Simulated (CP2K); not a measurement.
**SrO under changes of volume**

One of the cells (16.901 Å³/atom); the others are scaled copies at fixed shape and fractional positions:

```xyz
2
Lattice="3.6293 0.0000 0.0000 1.8146 3.1431 0.0000 1.8146 1.0477 2.9633" Properties=species:S:1:pos:R:3 pbc="T T T"
Sr    3.6293    2.0954    1.4817
O     0.0000    0.0000    0.0000
```

| Property | Result |
| --- | --- |
| Program | CP2K 2026.2 |
| Functional | PBEsol |
| Potentials or basis | POTENTIAL_UZH Sr GTH-PBE-q10, O GTH-PBE-q6; TZVP-MOLOPT-PBE-GTH basis |
| Density cutoff | 8163 eV |
| k mesh | 9 × 9 × 9 |
| Occupations | fermi-dirac, width 0.05 eV |
| Spin | no spin polarisation |

```csv
volume (Å³/atom),energy over the lowest point (meV/atom),pressure (GPa),gap on the mesh (eV)
15.887,28.83,8.1,3.37
16.225,14.51,5.5,3.40
16.563,?,?,?
16.901,0.60,1.2,3.45
17.239,0.00,-0.6,3.47
17.577,3.42,-2.3,3.49
17.915,9.79,-3.7,3.42
```

What does the run at 16.563 Å³/atom give?

Energy over the lowest point 5.27 meV/atom; pressure 3.3 GPa; gap on the mesh 3.42 eV.

Worked out: A Birch-Murnaghan fit of order 3 (a polynomial in V^(-2/3)) to the other rows has its minimum at 17.11 Å³/atom with B0 = V·E''(V) = 93 GPa and B' = 4.5. It gives 5.24 meV/atom at 16.563 Å³/atom, against the run's 5.27, and -dE/dV = 3.2 GPa, against 3.3. The gap follows no smooth curve through the other rows.

Energies are extrapolated to zero smearing.

Caveats: the potentials were made for another functional, which shifts forces and pressure; an odd mesh through Γ misses points on the zone boundary, where band edges often lie; the basis of atomic orbitals isn't converged, which shifts pressures, moduli and gaps. Spin-orbit coupling on Sr is left out.
